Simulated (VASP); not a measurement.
A run of VASP 6.6.1 is set up as follows.

File INCAR:

```
SYSTEM = LiF
  PREC = Accurate
  ENCUT = 600
  EDIFF = 1E-7
  ISMEAR = 0
  SIGMA = 0.03
  LREAL = .False.
  LASPH = .True.
  NELM = 80
  ALGO = Normal
  ISIF = 2
  LWAVE = .False.
  LCHARG = .False.
  METAGGA = R2SCAN
  LMIXTAU = .True.
  IBRION = 2
  NSW = 40
  EDIFFG = -0.01
```

KPOINTS

```
Automatic mesh
0
Gamma
  12 12 12
  0 0 0
```

POSCAR

```
LiF                                     
1.0
    0.0000000000      1.9867201117      1.9867201117
    1.9867201117      0.0000000000      1.9867201117
    1.9867201117      1.9867201117      0.0000000000
  Li              F             
     1     1
Direct
     0.0000000000000000    0.0000000000000000    0.0000000000000000
     0.5000000000000000    0.5000000000000000    0.5000000000000000
```

Potentials or basis: VASP PAW PBE potentials, release 64 (Li_sv, F).

Command:

```console
$ cat potpaw_PBE.64/Li_sv/POTCAR potpaw_PBE.64/F/POTCAR > POTCAR
$ mpirun -np 1 vasp_std > vasp.out
```

Q: Estimate the band gap on the k mesh.

A: 10.67 eV, direct.

Final structure:
```cif
data_structure
_symmetry_space_group_name_H-M 'P 1'
_symmetry_Int_Tables_number 1
_cell_length_a 2.8096
_cell_length_b 2.8096
_cell_length_c 2.8096
_cell_angle_alpha 60.000
_cell_angle_beta 60.000
_cell_angle_gamma 60.000
_cell_volume 15.68
loop_
_atom_site_label
_atom_site_type_symbol
_atom_site_fract_x
_atom_site_fract_y
_atom_site_fract_z
_atom_site_occupancy
Li1 Li 0.00000 0.00000 0.00000 1
F1 F 0.50000 0.50000 0.50000 1
```

Caveat: the relaxation stopped at its first step, so nothing moved; the PAW data sets were made with another functional, which shifts forces and pressure a little. r2SCAN opens gaps a little over a GGA but as a rule still falls short of measured ones.
